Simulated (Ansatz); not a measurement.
# F (diamond type): how the settings move a single-point run

Question: which choices in the input matter for F (diamond type)?

Program: Ansatz 0.2.0. Level of theory: reference: DFT, PBE, all-electron LAPW, scalar-relativistic. These are calculated values, not measurements.

## (1) The structure to begin with

Symmetry: Fd-3m, No. 227, cubic system. Conventional cell: a = 4.906 Å, b = 4.906 Å, c = 4.906 Å, α = 90.00°, β = 90.00°, γ = 90.00°. Around F (site symmetry -43m) lie 4 F at 2.12 Å.

As a file:

```cif
data_structure
_symmetry_space_group_name_H-M 'P 1'
_symmetry_Int_Tables_number 1
_cell_length_a 3.4694
_cell_length_b 3.4694
_cell_length_c 3.4694
_cell_angle_alpha 60.000
_cell_angle_beta 60.000
_cell_angle_gamma 60.000
_cell_volume 29.53
loop_
_atom_site_label
_atom_site_type_symbol
_atom_site_fract_x
_atom_site_fract_y
_atom_site_fract_z
_atom_site_occupancy
F1 F 0.00000 0.00000 0.00000 1
F2 F 0.25000 0.25000 0.25000 1
```

## (2) Baseline

Contents of input.yaml:

```yaml
crystal:
  lattice:
    - [0.0, 2.4532206436, 2.4532206436]
    - [2.4532206436, 0.0, 2.4532206436]
    - [2.4532206436, 2.4532206436, 0.0]
  atoms:
    - { symbol: F, position: [0.0, 0.0, 0.0] }
    - { symbol: F, position: [0.25, 0.25, 0.25] }
kpoints:
  mp_grid: { grid: [16, 16, 16] }
scf:
  occupations: { method: fermi_dirac, width: 0.05 }
hamiltonian:
  xc: pbe
  pseudopotentials: { kind: all_electron, lapw: { basis_error: 0.0005 } }
output:
  forces: true
  stress: true
  eigenvalues: true
```

Run with:

```console
$ ansatz run input.yaml --threads 1 --pin off --max-ram 2048MiB --backend cpu --events-out ev --progress --plain --runs-dir out
```

## (3) A run with other settings

input.yaml: that of step 2 with these lines changed.

```diff
@@ -12,2 +12,3 @@
   occupations: { method: fermi_dirac, width: 0.05 }
+  convergence: { dr2_threshold: 0.0001 }
 hamiltonian:
```

(Steps that only read results are left out.)

Before running it: what results should come out? Wanted: for each run, ending; energy change; pressure; gap; force.

The runs gave:

```csv
run,ending,energy change,pressure (GPa),gap (eV),force (eV/Å),cycles,time
reference,converged,0,-0.8,0.00,0.00,4,18 s
1: dr2_threshold 0.0001,converged,0.0 meV/atom,-0.8,0.00,0.00,3,16 s
```

Residual by cycle in the longest SCF loop of each run; runs are numbered as in the table. The quantity is the density residual dr2, in eV.

```csv
cycle,reference,run 1
1,6.4e-4,6.4e-4
2,8.5e-6,8.5e-6
3,1.0e-6,1.0e-6
4,1.7e-8,-
```

What this shows: Same state: the changed convergence setting leaves the energy within 0.5 meV/atom. Cost: 3 SCF cycles against 4.
